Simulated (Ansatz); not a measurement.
Bi:

```xyz
2
Lattice="2.2675 1.3091 3.9380 -2.2675 1.3091 3.9380 0.0000 -2.6183 3.9380" Properties=species:S:1:pos:R:3 pbc="T T T"
Bi    0.0000    0.0000    9.0495
Bi    0.0000    0.0000    2.7645
```

Base run:

- Program: Ansatz 0.2.0
- Functional: LDA
- Potentials or basis: all-electron LAPW, scalar-relativistic
- Cutoff: 214 eV
- Density cutoff: 858 eV
- Basis error allowed: 0.001 eV/atom
- k mesh: 7 × 7 × 7
- Occupations: fermi-dirac, width 0.05 eV
- Spin: no spin polarisation

Its results: pressure -1.6 GPa; largest force 0.048 eV/Å.

Task: The run is repeated on the same cell with these changes: functional from LDA to PBEsol; potentials or basis from all-electron LAPW, scalar-relativistic to all-electron LAPW, non-relativistic. What comes out?

Result: Pressure 2.1 GPa; largest force 0.445 eV/Å.

Caveats: relativity is left out, which matters for the heavier elements (some runs).

Not every run made on this cell is shown here.
